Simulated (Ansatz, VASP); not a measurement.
# BN: VASP beside Ansatz

Contents of INCAR:

```
PREC     = Accurate       # precision mode
ENCUT    = 520            # plane-wave cutoff, eV
EDIFF    = 1E-6           # SCF threshold, eV
ISMEAR   = 0              # smearing method
SIGMA    = 0.05           # smearing width, eV
LREAL    = False          # projectors in reciprocal space
LASPH    = True           # aspherical terms in the spheres
NELM     = 80             # most SCF steps
ALGO     = Normal         # electronic algorithm
ISIF     = 2              # what is computed and relaxed
LWAVE    = False          # write WAVECAR
LCHARG   = False          # write CHGCAR
GGA      = PE             # functional
NBANDS   = 26             # bands
```

Contents of KPOINTS:

```
regular mesh
0
Gamma
  6 6 6
```

Contents of POSCAR:

```
BN
1.0
    3.6246970240      0.0000000000      0.0000000000
    0.0000000000     -3.6246970240      0.0000000000
    0.0000000000      0.0000000000     -3.6246970240
B N
4 4
Direct
    0.0000000000      0.5000000000      0.5000000000
    0.5000000000      0.0000000000      0.5000000000
    0.5000000000      0.5000000000      0.0000000000
    0.0000000000      0.0000000000      0.0000000000
    0.7500000000      0.7500000000      0.7500000000
    0.2500000000      0.2500000000      0.7500000000
    0.2500000000      0.7500000000      0.2500000000
    0.7500000000      0.2500000000      0.2500000000
```

Input for Ansatz:

```yaml
crystal:
  lattice:
    - [3.624697024, 0.0, 0.0]
    - [0.0, -3.624697024, 0.0]
    - [0.0, 0.0, -3.624697024]
  atoms:
    - { symbol: B, position: [0.0, 0.5, 0.5] }
    - { symbol: B, position: [0.5, 0.0, 0.5] }
    - { symbol: B, position: [0.5, 0.5, 0.0] }
    - { symbol: B, position: [0.0, 0.0, 0.0] }
    - { symbol: "N", position: [0.75, 0.75, 0.75] }
    - { symbol: "N", position: [0.25, 0.25, 0.75] }
    - { symbol: "N", position: [0.25, 0.75, 0.25] }
    - { symbol: "N", position: [0.75, 0.25, 0.25] }
basis:
  ecutwfc: 420
kpoints:
  mp_grid: { grid: [6, 6, 6] }
hamiltonian:
  xc: pbe
scf:
  occupations: { method: gaussian, width: 0.05 }
output:
  forces: true
  stress: true
  eigenvalues: true
```

Alike in both runs: task single point; functional PBE; k mesh 6 × 6 × 6; occupations gaussian, width 0.05 eV; no spin polarisation.

```csv
,VASP,Ansatz
version,VASP 6.6.1,Ansatz 0.2.0
potentials or method,"VASP PAW PBE potentials, release 64 (B, N)","scalar-relativistic, plane waves, PAW"
plane-wave cutoff (eV),520,420
valence electrons in the cell,32,32
```

|  | VASP | Ansatz | Ansatz less VASP |
| --- | --- | --- | --- |
| gap on the k mesh at the Fermi level (eV) | 4.45 | 4.46 | +0.012 |
| least direct gap on the mesh (eV) | 4.45 | 4.46 | +0.012 |
| pressure (GPa) | 0.2 | 0.0 | -0.24 |

With one functional, cell and mesh, what is left measures potentials, basis and numerics.

A k mesh can miss the band edges.
